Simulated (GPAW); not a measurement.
# InP (F-43m) in GPAW: single point with PBE

Aim: the single point of InP with PBE.

Everything below comes from runs of GPAW 26.7.0. Logs are shortened: lines on timing, memory, paths and dates and some standing lists are left out, and cuts for length are marked. The log counts tension as positive stress, the text compression.

**Experimental background.**

A printed reference work, data compilation reports, for a bulk crystal of InP at 1.6 K: band gap 1.4236 eV (direct).

The results are compared with them further down.

## 1. The structure

The structure is cubic, space group F-43m (No. 216). Conventional cell: a = 5.861 Å, b = 5.861 Å, c = 5.861 Å, α = 90.00°, β = 90.00°, γ = 90.00°. Around In (site symmetry -43m) lie 4 P at 2.54 Å. P (site symmetry -43m) has 4 In at 2.54 Å as nearest neighbours.

## 2. Single point, PBE

run.py reads:

```python
from ase import Atoms
from ase.dft.bandgap import bandgap
from ase.io import write
from ase.units import GPa
from gpaw import GPAW, PW

atoms = Atoms(['In', 'P'],
              cell=[[0.0, 2.9305, 2.9305],
                    [2.9305, 0.0, 2.9305],
                    [2.9305, 2.9305, 0.0]],
              scaled_positions=[[0.0, 0.0, 0.0],
                                [0.75, 0.75, 0.75]],
              pbc=True)

calc = GPAW(mode=PW(450),
            xc='PBE',
            kpts={'size': (6, 6, 6), 'gamma': True},
            occupations={'name': 'fermi-dirac', 'width': 0.05},
            nbands=18,
            convergence={'density': 1e-05, 'energy': 1e-05},
            maxiter=80,
            txt='gpaw.txt')
atoms.calc = calc
energy = atoms.get_potential_energy()
forces = atoms.get_forces()
stress = atoms.get_stress()
calc.write('gs.gpw')
write('result.traj', atoms)
print(f'Energy: {energy:.6f} eV')
print('Forces (eV/A):')
print(forces.round(4))
print('Stress (GPa):', (stress / GPa).round(3))
print('Fermi level:', round(calc.get_fermi_level(), 4), 'eV')
print(f'Gap: {bandgap(calc)[0]:.4f} eV, direct: {bandgap(calc, direct=True)[0]:.4f} eV')
```

Potentials or basis: GPAW PAW data sets (gpaw-data 1.2.1), pw.

Run with:

```console
OMP_NUM_THREADS=1 python run.py
```

gpaw.txt:

```text
__  _  _
 | _ |_)|_||  |
 |__||  | ||/\| - 26.7.0

Input parameters:
  mode=PW(ecut=450.00000000000006),
  convergence={'density': 1e-05, 'energy': 1e-05},
  kpts=MonkhorstPack(size=(6, 6, 6), gamma=True),
  maxiter=80,
  nbands=18,
  occupations=Occupations(name='fermi-dirac', width=0.05),
  xc=XC(name='PBE')

Diagonalizing LCAO Hamiltonian
Converting LCAO to pw mode

                     P

       In

Atoms  # Å, Bohr magnetons
|   | symbol |        x |        y |        z |    initial magnetic moments |
|---|--------|----------|----------|----------|-----------------------------|
| 0 |     In | 0.000000 | 0.000000 | 0.000000 | ( 0.0000,  0.0000,  0.0000) |
| 1 |      P | 4.395750 | 4.395750 | 4.395750 | ( 0.0000,  0.0000,  0.0000) |

Unit cell  # Å
| periodic |        x |        y |        z |  lengths |    angles |
|----------|----------|----------|----------|----------|-----------|
|      yes | 0.000000 | 2.930500 | 2.930500 | 4.144353 | 60.000000 |
|      yes | 2.930500 | 0.000000 | 2.930500 | 4.144353 | 60.000000 |
|      yes | 2.930500 | 2.930500 | 0.000000 | 4.144353 | 60.000000 |

Number of symmetries: 24
Symmetry operations  # r_c * U_cc + t_c -> r_c
|    | kind |            matrix            |
|----|------|------------------------------|
|  0 |  E   |  1, 0, 0,  0, 1, 0,  0, 0, 1 |
|  1 |  σ   |  1, 0, 0,  0, 0, 1,  0, 1, 0 |
|  2 |  σ   |  1, 0,-1,  0, 1,-1,  0, 0,-1 |
|  3 |  C3  |  1, 0,-1,  0, 0,-1,  0, 1,-1 |
|  4 |  C3  |  1,-1, 0,  0,-1, 1,  0,-1, 0 |
|  5 |  σ   |  1,-1, 0,  0,-1, 0,  0,-1, 1 |
|  6 |  σ   |  0, 1, 0,  1, 0, 0,  0, 0, 1 |
|  7 |  C3  |  0, 1, 0,  0, 0, 1,  1, 0, 0 |
|  8 |  C2  |  0, 1,-1,  1, 0,-1,  0, 0,-1 |
|  9 |  S4  |  0, 1,-1,  0, 0,-1,  1, 0,-1 |
| 10 |  C3  |  0, 0, 1,  1, 0, 0,  0, 1, 0 |
| 11 |  σ   |  0, 0, 1,  0, 1, 0,  1, 0, 0 |
| 12 |  S4  |  0, 0,-1,  1, 0,-1,  0, 1,-1 |
| 13 |  C3  |  0, 0,-1,  0, 1,-1,  1, 0,-1 |
| 14 |  S4  |  0,-1, 1,  1,-1, 0,  0,-1, 0 |
| 15 |  C2  |  0,-1, 1,  0,-1, 0,  1,-1, 0 |
| 16 |  C3  |  0,-1, 0,  1,-1, 0,  0,-1, 1 |
| 17 |  S4  |  0,-1, 0,  0,-1, 1,  1,-1, 0 |
| 18 |  S4  | -1, 1, 0, -1, 0, 1, -1, 0, 0 |
| 19 |  C3  | -1, 1, 0, -1, 0, 0, -1, 0, 1 |
| 20 |  C3  | -1, 0, 1, -1, 1, 0, -1, 0, 0 |
| 21 |  S4  | -1, 0, 1, -1, 0, 0, -1, 1, 0 |
| 22 |  σ   | -1, 0, 0, -1, 1, 0, -1, 0, 1 |
| 23 |  C2  | -1, 0, 0, -1, 0, 1, -1, 1, 0 |

BZ-sampling:
  Number of BZ points: 216
  Number of IBZ points: 16

  Monkhorst-Pack size: [6, 6, 6]
  Monkhorst-Pack shift: [0.08333333333333333, 0.08333333333333333, 0.08333333333333333]

K-points  # in reciprocal-cell coordinates
|     |                                coordinates |     weight |
|-----|--------------------------------------------|------------|
|   0 | (  0.00000000,   0.00000000,   0.00000000) | 0.00462963 |
|   1 | (  0.16666667,   0.16666667,   0.00000000) | 0.02777778 |
|   2 | (  0.16666667,   0.16666667,   0.16666667) | 0.03703704 |
|   3 | (  0.33333333,   0.16666667,   0.16666667) | 0.05555556 |
|   4 | (  0.33333333,   0.33333333,  -0.33333333) | 0.05555556 |
|   5 | (  0.33333333,   0.33333333,   0.00000000) | 0.02777778 |
|   6 | (  0.33333333,   0.33333333,   0.16666667) | 0.11111111 |
|   7 | (  0.33333333,   0.33333333,   0.33333333) | 0.03703704 |
|   8 | (  0.50000000,   0.33333333,  -0.33333333) | 0.11111111 |
|   9 | (  0.50000000,   0.33333333,  -0.16666667) | 0.05555556 |
| ... |                                            |            |
|  15 | (  0.50000000,   0.50000000,   0.50000000) | 0.01851852 |

Plane wave coefficients: 1113
Cutoff: 450.00000000000006 eV

Spin-components: 1 (collinear spins)
Bands:           18
Projectors:      11
Spin-degeneracy: 2
Datatype:        complex128

Density:
  Valence electrons: 18.0
  Components: 1
  Grid points: [21 21 21]
  Charge: 0.0  # |e|

Potential:
  Grid points: [21 21 21]

species:
  In:
    name:    Indium
    Z:       49.0
    valence: 13
    core:    36
    charge:  0.0  # [|e|]
    compensation charges:
      type: gauss
      rc: 0.36  # [Å]
      lmax: 2
    cutoffs:
      filter: 2.09  # [Å]
      core: 2.48  # [Å]
    projectors
    | kind |    occ | energy [eV] | rcut [Å] |
    |------|--------|-------------|----------|
    |   5s |  2.000 |      -8.203 |    1.185 |
    |   5p |  1.000 |      -2.521 |    1.244 |
    |   4d | 10.000 |     -18.629 |    1.148 |
    |    s |        |      19.008 |    1.185 |
    |    p |        |      24.691 |    1.244 |
    |    d |        |       8.583 |    1.148 |

    Using partial waves for In as LCAO basis

  P:
    name:    Phosphorus
    Z:       15.0
    valence: 5
    core:    10
    charge:  0.0  # [|e|]
    compensation charges:
      type: gauss
      rc: 0.30  # [Å]
      lmax: 2
    cutoffs:
      filter: 1.69  # [Å]
      core: 1.81  # [Å]
    projectors
    | kind |    occ | energy [eV] | rcut [Å] |
    |------|--------|-------------|----------|
    |   3s |  2.000 |     -13.968 |    0.953 |
    |   3p |  3.000 |      -5.506 |    0.953 |
    |    s |        |      13.244 |    0.953 |
    |    p |        |      21.705 |    0.953 |
    |    d |        |       0.000 |    0.953 |

    Using partial waves for P as LCAO basis

Reference energy: -169278.333319  # eV

eigensolver:
  PPCG
  Converge bands: occupied
  niter=2

density mixing:
  MSR1-Mixer
  Pratt-step length: 0.05
  Maximum mixing coefficient: 0.75
  Old densities: 10
  SVD Regularization: 0.005
  Good broyden scale: 1.0
  Trust region scale: 1.0
  Backstep threshold: 4.0
  History deletion threshold: 6.0
  Fourier metric: weight=20.0, sigma=0.015

occupation numbers:
  Fermi-Dirac:
    width: 0.0500  # eV

poisson solver:
  ecut: 3600.0000000000005  # eV

xc functional:
  name: PBE with 2 nearest neighbor stencil

convergence criteria:
- Maximum integral of absolute [dens]ity change: 1e-05 electrons / valence electron
- Maximum [total energy] change in last 3 cyles: 1e-05 eV / valence electron
- Maximum integral of absolute [eigenst]ate change: 4e-08 eV^2 / valence electron
maximum number of iterations: 80

SCF iterations
|iter     | |      energy | eigst |  dens |
|---------|-|-------------|-------|-------|
|iter:   1| |   -8.910627 | -0.41 |       |
|iter:   2| |   -8.832821 | -2.32 | -1.11 |
|iter:   3| |   -8.547209 | -1.79 | -1.15 |
|iter:   4| |   -8.547080 | -3.28 | -1.75 |
|iter:   5| |   -8.547137c| -4.03 | -2.25 |
|iter:   6| |   -8.547176c| -5.43 | -3.07 |
|iter:   7| |   -8.547181c| -6.53 | -3.56 |
|iter:   8| |   -8.547181c| -7.96c| -4.63 |
|iter:   9| |   -8.547181c| -8.38c| -5.34c|

Converged in 9 steps
Energy contributions relative to reference atoms: (reference = -169278.333319)

Energy contributions:
  Kinetic:          22.936633
  Coulomb:         -21.009398
  Zero:              0.200248
  External:          0.000000
  Xc:              -10.674659
  Entropy:          -0.000011
  Spinorbit:         0.000000
  ----------------------------
  Free energy:      -8.547187
  Extrapolated:     -8.547181

dipole moment: (-16.901432, -16.901432, -16.901432)  # |e|*Ang

Fermi level: 5.306
Eigenvalues  # (at kpt = [0.000, 0.000, 0.000])
| band index |      eig [eV] | occ [0-2] |
|------------|---------------|-----------|
|          0 |        -9.177 |     2.000 |
|          1 |        -9.177 |     2.000 |
|          2 |        -9.177 |     2.000 |
|          3 |        -9.022 |     2.000 |
|          4 |        -9.022 |     2.000 |
|          5 |        -6.599 |     2.000 |
[... 10 lines left out ...]
|         16 |        16.135 |     0.000 |
|         17 |        16.135 |     0.000 |

Gap: 0.706 eV
Transition (v -> c):
  (s=0, k=0, n=8, [0.00, 0.00, 0.00]) -> (s=0, k=0, n=9, [0.00, 0.00, 0.00])
No difference between direct/indirect transitions

Forces  # eV/Ang
|       x |        y |       z |
|---------|----------|---------|
| 0.00000 |  0.00000 | 0.00000 |  # In   0
| 0.00000 | -0.00000 | 0.00000 |  # P    1

Stress tensor  # eV/Ang^3
|         x |         y |         z |
|-----------|-----------|-----------|
| -0.012251 | -0.000000 | -0.000000 |
| -0.000000 | -0.012251 |  0.000000 |
| -0.000000 |  0.000000 | -0.012251 |

# Writing to gs.gpw (mode='')
```

Run time: 8.3 s. Hardware: 1 thread of Arm Neoverse V1, shared host; peak memory 0.13 GiB.

Results:

```yaml
Free_energy: -8.5472 eV
Pressure: 2.0 GPa
Band_gap_on_the_k_mesh: 0.71 eV, direct
```

Caveat: the cutoff is short for stress and forces, so pressures can be off by a GPa or more; spin-orbit coupling is left out, which moves the levels of the heavy elements.

## 3. Comparison with measurements

Step 2. Against the measured gap of InP, 1.4236 eV (direct; 1.6 K; a printed reference work, data compilation), the calculated 0.71 eV is off by -0.72 eV. Spin-orbit coupling on In is left out. The value is that of PBE, without temperature or zero-point motion. Semilocal functionals fall short of measured gaps as a rule.
